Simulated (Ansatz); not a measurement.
# AlP: the cost of one run

Computed with Ansatz 0.2.0 (DFT PBEsol, scalar-relativistic, plane waves, PAW, unless a step's input says otherwise).

The COD entry's cell or inner coordinates are ideal or old and differ from later refinements, so a difference from it is no clean test against experiment.

4 further runs of the same task are left out: 1 that didn't finish, 3 set aside as unsound or not needed.

### 1 The system as given

It takes space group F-43m (No. 216, cubic). Conventional cell: a = 5.470 Å, b = 5.470 Å, c = 5.470 Å, α = 90.00°, β = 90.00°, γ = 90.00°. Al (site symmetry -43m) is surrounded by 4 P at 2.37 Å. P (site symmetry -43m) has 4 Al at 2.37 Å as nearest neighbours.

As a file:

```
CELL_PARAMETERS angstrom
0.00000 2.73517 2.73517
2.73517 0.00000 2.73517
2.73517 2.73517 0.00000
ATOMIC_POSITIONS crystal
Al 0.00000 0.00000 0.00000
P 0.75000 0.75000 0.75000
```

This cell was relaxed beforehand with the same method: volume 20.46 Å³/atom, gap on the mesh 1.45 eV.

### 2 The cell under 4 GPa

At a set pressure the run lowers the enthalpy E + PV, so the energy alone may rise along the way.

input.yaml

```yaml
crystal:
  lattice:
    - [0.0, 2.7351727453, 2.7351727453]
    - [2.7351727453, 0.0, 2.7351727453]
    - [2.7351727453, 2.7351727453, 0.0]
  atoms:
    - { symbol: Al, position: [0.0, 0.0, 0.0] }
    - { symbol: P, position: [0.75, 0.75, 0.75] }
basis:
  ecutwfc: 420
kpoints:
  mp_grid: { grid: [8, 8, 8] }
hamiltonian:
  xc: pbesol
scf:
  occupations: { method: fixed }
output:
  forces: true
  stress: true
  eigenvalues: true
relax:
  adjacent_minimum: "off"
  f_tol: 0.001
  max_steps: 60
  cell: { stress_tol: 0.02, p_target: 4.0 }
```

The run is started by

```console
$ ansatz run input.yaml --threads 1 --pin off --max-ram 1228MiB --backend cpu --events-out ev --progress --plain --runs-dir out
```

**Question.** How long does this run take on 1 thread of Arm Neoverse N1, shared host, and how much memory does it need?

About 13 s, with a peak of 0.4 GiB.
